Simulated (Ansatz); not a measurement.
**How much do the gradients of CaO with hydrogen replacing O depend on the method?**

Cell: a supercell of CaO (rock salt type, Fm-3m) built from an entry of the Crystallography Open Database (COD), with the ions relaxed around the defect (PBE).

```
CELL_PARAMETERS angstrom
0.00000 7.21950 7.21950
7.21950 0.00000 7.21950
7.21950 7.21950 0.00000
ATOMIC_POSITIONS crystal
Ca 0.99996 0.99996 0.99996
Ca 0.99322 0.99322 0.34027
Ca 0.99993 0.99993 0.66722
Ca 0.99322 0.34027 0.99322
Ca 0.99321 0.34029 0.34029
Ca 0.00071 0.33280 0.66671
Ca 0.99993 0.66722 0.99993
Ca 0.00071 0.66671 0.33280
Ca 0.00067 0.66676 0.66676
Ca 0.34027 0.99322 0.99322
Ca 0.34029 0.99321 0.34029
Ca 0.33280 0.00071 0.66671
Ca 0.34029 0.34029 0.99321
Ca 0.33359 0.33359 0.33359
Ca 0.33355 0.33355 0.66633
Ca 0.33280 0.66671 0.00071
Ca 0.33355 0.66633 0.33355
Ca 0.33280 0.66675 0.66675
Ca 0.66722 0.99993 0.99993
Ca 0.66671 0.00071 0.33280
Ca 0.66676 0.00067 0.66676
Ca 0.66671 0.33280 0.00071
Ca 0.66633 0.33355 0.33355
Ca 0.66675 0.33280 0.66675
Ca 0.66676 0.66676 0.00067
Ca 0.66675 0.66675 0.33280
Ca 0.66675 0.66675 0.66675
H 0.16702 0.16702 0.16702
O 0.16675 0.16675 0.49764
O 0.16676 0.16676 0.83591
O 0.16675 0.49764 0.16675
O 0.16628 0.50026 0.50026
O 0.16670 0.49758 0.83593
O 0.16676 0.83591 0.16676
O 0.16670 0.83593 0.49758
O 0.16721 0.83326 0.83326
O 0.49764 0.16675 0.16675
O 0.50026 0.16628 0.50026
O 0.49758 0.16670 0.83593
O 0.50026 0.50026 0.16628
O 0.50022 0.50022 0.50022
O 0.50018 0.50018 0.83328
O 0.49758 0.83593 0.16670
O 0.50018 0.83328 0.50018
O 0.50008 0.83341 0.83341
O 0.83591 0.16676 0.16676
O 0.83593 0.16670 0.49758
O 0.83326 0.16721 0.83326
O 0.83593 0.49758 0.16670
O 0.83328 0.50018 0.50018
O 0.83341 0.50008 0.83341
O 0.83326 0.83326 0.16721
O 0.83341 0.83341 0.50008
O 0.83326 0.83326 0.83326
```

Atom numbers follow the list; atoms alike are taken as one site, whose name carries the number of the first.

First run. The numbers come from a DFT calculation in Ansatz (PBE, plane waves and PAW, scalar-relativistic, collinear spin, 420 eV cutoff, Γ-centred 2×2×2 k-points, Fermi–Dirac smearing 0.01 eV). Start moments as typed (μB): 1 on each H, none on the rest.

```json
{"site": "Ca1", "atom": "1", "V_zz (10²¹ V/m²)": "-0.16", "η": "0.00"}
{"site": "Ca2", "atom": "2", "V_zz (10²¹ V/m²)": "2.64", "η": "0.00"}
{"site": "Ca3", "atom": "3", "V_zz (10²¹ V/m²)": "-0.16", "η": "0.01"}
{"site": "Ca5", "atom": "5", "V_zz (10²¹ V/m²)": "2.61", "η": "0.00"}
{"site": "Ca6", "atom": "6", "V_zz (10²¹ V/m²)": "-0.42", "η": "0.13"}
{"site": "Ca9", "atom": "9", "V_zz (10²¹ V/m²)": "-0.43", "η": "0.15"}
{"site": "Ca14", "atom": "14", "V_zz (10²¹ V/m²)": "-0.15", "η": "0.00"}
{"site": "Ca15", "atom": "15", "V_zz (10²¹ V/m²)": "-0.16", "η": "0.02"}
{"site": "Ca18", "atom": "18", "V_zz (10²¹ V/m²)": "-0.43", "η": "0.11"}
{"site": "H", "atom": "28", "V_zz (10²¹ V/m²)": "<0.005", "η": "–"}
{"site": "O29", "atom": "29", "V_zz (10²¹ V/m²)": "0.46", "η": "0.45"}
{"site": "O30", "atom": "30", "V_zz (10²¹ V/m²)": "0.47", "η": "0.44"}
{"site": "O33", "atom": "33", "V_zz (10²¹ V/m²)": "0.47", "η": "0.45"}
{"site": "O42", "atom": "42", "V_zz (10²¹ V/m²)": "-0.24", "η": "0.00"}
```

Second run. The same atoms and settings, except that the functional is r2SCAN and the cutoff is 500 eV.

**Question.** What does the second run give?

**Answer.** 

```json
{"site": "Ca1", "atom": "1", "V_zz": "-0.17", "η": "0.00", "change of V_zz": "-0.01"}
{"site": "Ca2", "atom": "2", "V_zz": "2.70", "η": "0.00", "change of V_zz": "+0.06"}
{"site": "Ca3", "atom": "3", "V_zz": "-0.17", "η": "0.01", "change of V_zz": "-0.01"}
{"site": "Ca5", "atom": "5", "V_zz": "2.66", "η": "0.00", "change of V_zz": "+0.05"}
{"site": "Ca6", "atom": "6", "V_zz": "-0.43", "η": "0.09", "change of V_zz": "-0.01"}
{"site": "Ca9", "atom": "9", "V_zz": "-0.43", "η": "0.12", "change of V_zz": "0.00"}
{"site": "Ca14", "atom": "14", "V_zz": "-0.16", "η": "0.00", "change of V_zz": "-0.01"}
{"site": "Ca15", "atom": "15", "V_zz": "-0.17", "η": "0.02", "change of V_zz": "-0.01"}
{"site": "Ca18", "atom": "18", "V_zz": "-0.43", "η": "0.07", "change of V_zz": "0.00"}
{"site": "H", "atom": "28", "V_zz": "<0.005", "η": "–", "change of V_zz": "0.00"}
{"site": "O29", "atom": "29", "V_zz": "0.47", "η": "0.41", "change of V_zz": "+0.01"}
{"site": "O30", "atom": "30", "V_zz": "0.49", "η": "0.40", "change of V_zz": "+0.02"}
{"site": "O33", "atom": "33", "V_zz": "0.48", "η": "0.41", "change of V_zz": "+0.01"}
{"site": "O42", "atom": "42", "V_zz": "-0.28", "η": "0.00", "change of V_zz": "-0.04"}
```

The largest change of V_zz is on Ca2, from 2.64 to 2.70. In per cent, |V_zz| changes by +2 on Ca (all sites that start above 2). The table leaves out 5 of the 19 sites, with |V_zz| up to 0.10; their tensors move by 0.01 at most along any direction. The statements above cover all sites.

The defect repeats with the cell of 54 atoms, so it feels its images: sites between two images don't show the values beside a lone defect, and zeros or small values of η there can come from the images' arrangement. The defect cell has no gap above 0.1 eV on its mesh, so the values can hang on the smearing and the k-mesh. The start moments die out, and the run ends without spin.
For the first run: The centre was started off its lattice site, so that it could distort.
For the second run: The program didn't check the stability of this electronic state in full, so a lower one may lie near.
